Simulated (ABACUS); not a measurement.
## V under changes of volume

One of the cells (13.891 Å³/atom); the others are scaled copies at fixed shape and fractional positions:

```xyz
1
Lattice="-1.5144 1.5144 1.5144 1.5144 -1.5144 1.5144 1.5144 1.5144 -1.5144" Properties=species:S:1:pos:R:3 pbc="T T T"
V     0.0000    0.0000    0.0000
```

| Property | Result |
| --- | --- |
| Program | ABACUS 3.10.1 |
| Functional | PBE |
| Potentials or basis | PseudoDojo NC SR 0.4.1 PBE standard |
| Cutoff | 1143 eV |
| Density cutoff | 4572 eV |
| Basis | plane waves |
| k mesh | 12 × 12 × 12 |
| Occupations | fermi-dirac, width 0.05 eV |
| Spin | collinear spin, ferromagnetic start |
| Starting moments | [2.0] μB |

```csv
volume (Å³/atom),energy over the lowest point (meV/atom),pressure (GPa)
13.058,?,?
13.336,0.01,1.8
13.613,0.00,-1.9
13.891,6.18,-5.3
14.169,18.02,-8.3
14.447,34.98,-11.1
14.725,56.57,-13.6
```

What does the run at 13.058 Å³/atom give?

Energy over the lowest point 6.74 meV/atom; pressure 5.9 GPa.

Worked out: A Birch-Murnaghan fit of order 3 (a polynomial in V^(-2/3)) to the other rows has its minimum at 13.47 Å³/atom with B0 = V·E''(V) = 182 GPa and B' = 3.8. It gives 6.88 meV/atom at 13.058 Å³/atom, against the run's 6.74, and -dE/dV = 6.1 GPa, against 5.9.

Energies are extrapolated to zero smearing.
